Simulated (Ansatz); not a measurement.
The system is As.

```xyz
2
Lattice="1.8808 1.0859 3.5141 -1.8808 1.0859 3.5141 0.0000 -2.1718 3.5141" Properties=species:S:1:pos:R:3 pbc="T T T"
As    0.0000    0.0000    2.3825
As    0.0000    0.0000    8.1597
```

Base run:

* Program: Ansatz 0.2.0
* Functional: r2SCAN0 form with a typed share of exact exchange
* Potentials or basis: Ansatz PAW
* Cutoff: 500 eV (not typed: the program's choice for these potentials)
* k mesh: 5 × 5 × 5
* Occupations: fermi-dirac, width 0.05 eV
* Spin: no spin polarisation

Its results: pressure 0.5 GPa; largest force 0.133 eV/Å.

Q: The run is repeated on the same cell with these changes: share of exact exchange from 0.15 to 0. What comes out?

A: Pressure 1.6 GPa; largest force 0.031 eV/Å.

Caveats: some runs use coarse meshes; the PAW data sets come from PBE, with cores solved anew for the run's functional, which leaves a small shift of forces and pressure; the thresholds are loose for stress (some runs).
